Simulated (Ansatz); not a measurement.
# Clamped-ion strain scan in HfN

Method: Ansatz 0.2.0, DFT PBE, scalar-relativistic, plane waves, PAW. Settings: plane waves to 420 eV, k-mesh 22×22×22 (Γ-centred), Gaussian smearing 0.15 eV. Spin–orbit coupling is left out, which can shift energies with elements as heavy as these. No spin polarisation. Energies are free energies at this smearing, counted from the undisturbed cell; pressure is positive in compression.

The starting cell (relaxed at this level; this zinc-blende form isn't the usual structure):

```xyz
2
Lattice="0.0000 2.4577 2.4577 2.4577 0.0000 2.4577 2.4577 2.4577 0.0000" Properties=species:S:1:pos:R:3 pbc="T T T"
Hf    0.0000    0.0000    0.0000
N     3.6866    3.6866    3.6866
```

The cell is strained by ε times the Voigt pattern (1, 0, 0, 0, 0, 0) (xx, yy, zz, yz, xz, xy; engineering shear) with fractional coordinates fixed. The cell is metallic on the mesh throughout.

```
      ε  ΔE (meV/atom) stress summed along the pattern (GPa, tension positive)
-0.1500          328.7                                                   -48.47
-0.1125          182.3                                                   -35.80
-0.0750           79.7                                                   -23.34
 0.0000            0.0                                                    -0.05
 0.0375           18.2                                                    10.35
 0.1125          153.6                                                    27.77
 0.1500          261.9                                                    34.27
```

Cost: 7 runs of about 4.1 core-minutes in all, on Arm Neoverse V2 (shared hosts).